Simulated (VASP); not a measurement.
The system is BaTiO3.

```
Ba Ti O
1.0
     3.99980    0.00000    0.00000
     0.00000    3.99980    0.00000
     0.00000    0.00000    4.01800
Ba Ti O
1 1 3
Direct
  0.00000 0.00000 0.00000
  0.50000 0.50000 0.49000
  0.00000 0.50000 0.51700
  0.50000 0.00000 0.51700
  0.50000 0.50000 0.01900
```

Program: VASP 6.6.1. Alike in all runs: cell as given; cutoff (eV) 520.

Q: Order these runs on this cell by their pressure, lowest first.
A. level LDA; potentials or basis VASP PAW LDA potentials, release 64 (Ba_sv, Ti_sv, O); spin off; k mesh 7 × 7 × 7; smearing fermi-dirac 0.05 eV
B. level BLYP; potentials or basis VASP PAW PBE potentials, release 64 (Ba_sv, Ti_sv, O); spin off; k mesh 7 × 7 × 7; smearing fermi-dirac 0.05 eV
C. level PBE; potentials or basis VASP PAW PBE potentials, release 64 (Ba_sv, Ti_sv, O); spin off; k mesh 7 × 7 × 7; smearing gaussian 0.014 eV
D. level revPBE; potentials or basis VASP PAW PBE potentials, release 64 (Ba_sv, Ti_sv, O); spin off; k mesh 7 × 7 × 7; smearing fermi-dirac 0.05 eV
E. level PBEsol; potentials or basis VASP PAW PBE potentials, release 64 (Ba_sv, Ti_sv, O); spin SOC, no magnetisation; k mesh 5 × 5 × 5; smearing fermi-dirac 0.05 eV

A: A (-6.5 GPa), E (-3.1 GPa), C (4.2 GPa), D (7.3 GPa), B (9.9 GPa).

Caveats: the PAW data sets were made with another functional, which shifts forces and pressure a little (some runs).

Not every run made on this cell is shown here.
